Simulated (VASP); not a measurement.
These are LDA (Ceperley-Alder, Perdew-Zunger), VASP's LDA PAW potentials (set 64) (plane waves; VASP) values and carry that method's errors.

VASP ran on this input.

File KPOINTS:
```
Automatic mesh
0
Gamma
5 5 5
```

### INCAR
```
! general
SYSTEM =CsI
PREC   =Accurate
ENCUT  =520   ! plane-wave cut-off (eV)
LREAL  =.FALSE.   ! projection in real space or not
LASPH  =.TRUE.   ! aspherical one-centre terms

! electronic loop
EDIFF  =1E-6   ! SCF stop (eV)
NELM   =100   ! most electronic steps
ALGO   =Normal   ! blocked Davidson
LMAXMIX=4   ! l cut-off of mixed one-centre charges

! smearing
ISMEAR =0
SIGMA  =0.05

! ions
IBRION =2
NSW    =60   ! most ionic steps
ISIF   =3   ! ions, shape and volume
EDIFFG =-0.01   ! ionic stop

! output
LWAVE  =.FALSE.
LCHARG =.FALSE.
```

### POSCAR
```
CsI
1
    4.5700000000     0.0000000000     0.0000000000
    0.0000000000     4.5700000000     0.0000000000
    0.0000000000     0.0000000000     4.5700000000
Cs I
1 1
Direct
  0.0000000000   0.0000000000   0.0000000000
  0.5000000000   0.5000000000   0.5000000000
```

POTCAR, in this order: Cs_sv I (LDA.64 set). Program: vasp_std.

The run wrote:

### OSZICAR
```
       N       E                     dE             d eps       ncg     rms          rms(c)
DAV:   1     0.896612016877E+02    0.89661E+02   -0.62141E+03   240   0.110E+03
DAV:   2     0.495954898104E+00   -0.89165E+02   -0.84366E+02   348   0.166E+02
DAV:   3    -0.620235812185E+01   -0.66983E+01   -0.66879E+01   316   0.526E+01
DAV:   4    -0.628916680858E+01   -0.86809E-01   -0.86800E-01   276   0.750E+00
DAV:   5    -0.629041618832E+01   -0.12494E-02   -0.12494E-02   316   0.927E-01    0.157E+00
DAV:   6    -0.617164158046E+01    0.11877E+00   -0.15426E-01   260   0.184E+00    0.115E+00
DAV:   7    -0.614098756146E+01    0.30654E-01   -0.10643E-01   268   0.155E+00    0.478E-01
DAV:   8    -0.614018281585E+01    0.80475E-03   -0.63432E-03   284   0.490E-01    0.889E-02
DAV:   9    -0.614013385809E+01    0.48958E-04   -0.51472E-04   280   0.149E-01    0.710E-02
DAV:  10    -0.614015921915E+01   -0.25361E-04   -0.68695E-05   284   0.474E-02    0.121E-02
DAV:  11    -0.614015563855E+01    0.35806E-05   -0.27974E-05   272   0.258E-02    0.282E-03
DAV:  12    -0.614015558078E+01    0.57766E-07   -0.17842E-06   228   0.851E-03
   1 F= -.61401556E+01 E0= -.61401556E+01  d E =-.614016E+01
       N       E                     dE             d eps       ncg     rms          rms(c)
DAV:   1    -0.649654699201E+01   -0.35639E+00   -0.59162E+00   240   0.142E+01    0.267E+00
DAV:   2    -0.624549276557E+01    0.25105E+00   -0.35435E-01   244   0.351E+00    0.108E+00
DAV:   3    -0.617885495299E+01    0.66638E-01   -0.21178E-01   240   0.254E+00    0.653E-01
DAV:   4    -0.617789768017E+01    0.95727E-03   -0.33677E-03   256   0.404E-01    0.393E-01
DAV:   5    -0.617739577354E+01    0.50191E-03   -0.13540E-03   276   0.218E-01    0.819E-02
DAV:   6    -0.617737446420E+01    0.21309E-04   -0.10910E-04   272   0.665E-02    0.212E-02
DAV:   7    -0.617737346030E+01    0.10039E-05   -0.43371E-06   284   0.150E-02    0.691E-03
DAV:   8    -0.617737344547E+01    0.14832E-07   -0.26535E-07   156   0.329E-03
   2 F= -.61773734E+01 E0= -.61773734E+01  d E =-.372179E-01
       N       E                     dE             d eps       ncg     rms          rms(c)
DAV:   1    -0.633812620522E+01   -0.16075E+00   -0.28093E+00   244   0.983E+00    0.183E+00
DAV:   2    -0.621962976256E+01    0.11850E+00   -0.16557E-01   240   0.243E+00    0.746E-01
DAV:   3    -0.618761374251E+01    0.32016E-01   -0.10123E-01   244   0.177E+00    0.444E-01
DAV:   4    -0.618720278670E+01    0.41096E-03   -0.15237E-03   256   0.275E-01    0.279E-01
DAV:   5    -0.618696143940E+01    0.24135E-03   -0.60480E-04   264   0.147E-01    0.512E-02
DAV:   6    -0.618695108310E+01    0.10356E-04   -0.49730E-05   260   0.455E-02    0.143E-02
DAV:   7    -0.618695065388E+01    0.42922E-06   -0.18757E-06   264   0.102E-02
   3 F= -.61869507E+01 E0= -.61869507E+01  d E =-.467951E-01
       N       E                     dE             d eps       ncg     rms          rms(c)
DAV:   1    -0.618966440671E+01   -0.27133E-02   -0.47879E-02   244   0.127E+00    0.236E-01
DAV:   2    -0.618765099156E+01    0.20134E-02   -0.28363E-03   240   0.319E-01    0.976E-02
DAV:   3    -0.618710326479E+01    0.54773E-03   -0.17354E-03   244   0.232E-01    0.565E-02
DAV:   4    -0.618709762323E+01    0.56416E-05   -0.22725E-05   248   0.340E-02    0.419E-02
DAV:   5    -0.618709240952E+01    0.52137E-05   -0.10668E-05   264   0.197E-02    0.487E-03
DAV:   6    -0.618709216718E+01    0.24234E-06   -0.90511E-07   128   0.633E-03
   4 F= -.61870922E+01 E0= -.61870922E+01  d E =-.469366E-01
```

OUTCAR:
```
------------------------ aborting loop because EDIFF is reached ----------------------------------------
  FORCE on cell =-STRESS in cart. coord.  units (eV):
  Direction    XX          YY          ZZ          XY          YZ          ZX
  --------------------------------------------------------------------------------------
  Total       -0.0000078     -0.0000078     -0.0000078      0.0000000      0.0000000      0.0000000
  in kB       -0.0001459     -0.0001459     -0.0001459      0.0000000      0.0000000      0.0000000
  external PRESSURE =      -0.0001459 kB  Pullay stress =       0.0000000 kB
  volume of cell :       85.72
      direct lattice vectors                 reciprocal lattice vectors
     4.409176713  0.000000000  0.000000000     0.226799710  0.000000000 -0.000000000
    -0.000000000  4.409176713 -0.000000000    -0.000000000  0.226799710  0.000000000
     0.000000000 -0.000000000  4.409176713    -0.000000000  0.000000000  0.226799710
 POSITION                                       TOTAL-FORCE (eV/Angst)
 -----------------------------------------------------------------------------------
      0.00000      0.00000      0.00000         0.000000     -0.000000      0.000000
      2.20459      2.20459      2.20459        -0.000000      0.000000      0.000000
 -----------------------------------------------------------------------------------
    total drift:                               -0.000000      0.000000      0.000000
  FREE ENERGIE OF THE ION-ELECTRON SYSTEM (eV)
  ---------------------------------------------------
  free  energy   TOTEN  =        -6.1870921672 eV

  energy  without entropy=       -6.1870921672  energy(sigma->0) =       -6.18709217

 reached required accuracy - stopping structural energy minimisation
```
(Selected blocks of OUTCAR.)

File CONTCAR:
```
CsI
   1.00000000000000
     4.4091767125004608    0.0000000000000000    0.0000000000000000
    -0.0000000000000000    4.4091767125004608   -0.0000000000000000
     0.0000000000000000   -0.0000000000000000    4.4091767125004608
  Cs              I
     1     1
Direct
     0.0000000000000000    0.0000000000000000    0.0000000000000000
     0.5000000000000000    0.5000000000000000    0.5000000000000000
```

File OUTCAR:
```
 val. band max:        1.2816486053   @ k =   0.4000   0.4000   0.0000

 cond. band min:       5.1225764560   @ k =   0.0000   0.0000   0.0000


 Fermi energy:         1.5344729978

 k-point     1 :       0.0000    0.0000    0.0000
  band No.  band energies     occupation
      1     -18.8950      2.00000
      2      -9.5511      2.00000
      3      -5.5771      2.00000
      4      -5.5771      2.00000
      5      -5.5771      2.00000
      6       1.2793      2.00000
      7       1.2793      2.00000
      8       1.2793      2.00000
      9       5.1226      0.00000
     10       5.1226      0.00000
     11       5.2664      0.00000
     12       9.2407      0.00000

 k-point     2 :       0.2000    0.0000    0.0000
  band No.  band energies     occupation
      1     -18.8806      2.00000
      2      -9.5653      2.00000
      3      -5.6447      2.00000
      4      -5.5424      2.00000
      5      -5.5424      2.00000
      6       0.4860      2.00000
      7       1.1924      2.00000
      8       1.1924      2.00000
      9       5.3822      0.00000
     10       5.9522      0.00000
     11       6.3637      0.00000
     12       9.1275      0.00000

 k-point     3 :       0.4000    0.0000    0.0000
  band No.  band energies     occupation
      1     -18.8571      2.00000
      2      -9.5947      2.00000
      3      -5.7206      2.00000
      4      -5.4845      2.00000
      5      -5.4845      2.00000
      6      -0.4224      2.00000
      7       1.0463      2.00000
      8       1.0463      2.00000
      9       6.0454      0.00000
     10       7.6502      0.00000
     11       8.0340      0.00000
     12       8.2687      0.00000

 k-point     4 :       0.2000    0.2000    0.0000
  band No.  band energies     occupation
      1     -18.8668      2.00000
      2      -9.5458      2.00000
      3      -5.7729      2.00000
      4      -5.5547      2.00000
      5      -5.5124      2.00000
      6       0.3390      2.00000
...
```

Energy and stress use the plane-wave basis of the starting cell. Unless said otherwise, spin-orbit coupling is left out, though it shifts the bands of the heavy elements here.

The compound is CsI in the CsCl type structure. This run relaxes it. Symmetry was kept, so distortions that lower it aren't found.
